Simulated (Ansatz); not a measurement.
ZrO₂ in space group P4_2/nmc (No. 137; Zr on 2a, O on 4d), DFT-LDA in the program Ansatz with PAW potentials, all energies at zero smearing, with the estimated change up to a 700 eV cutoff added, with one set of potentials and settings (totals compare only within such a set). Cell of 6 atoms (2 Zr, 4 O): -10387.226 eV.

```json
[
 {"element": "Zr", "reference phase": "P6/mmm, 3 atoms in the cell", "E (eV/atom)": "-4077.4793"},
 {"element": "O", "reference phase": "C2/m, 4 atoms in the cell, spin-polarised", "E (eV/atom)": "-552.6518"}
]
```

Formation energy per atom, worked out: (-10387.226 − 2×(-4077.4793) − 4×(-552.6518))/6 = -3.610 eV/atom (-348 kJ per mol of atoms), at 0 K, without zero-point energy or fitted corrections.

This is a known high-temperature phase of the composition, computed here at zero pressure and temperature. Symmetry was held in the LDA relaxation; whether a distortion lowers the energy is not shown. The run is not spin-polarised. The references are the lowest solids computed at this level, not always the standard phases (solids in place of the gases).

Potentials: the later of the program's two PAW sets.
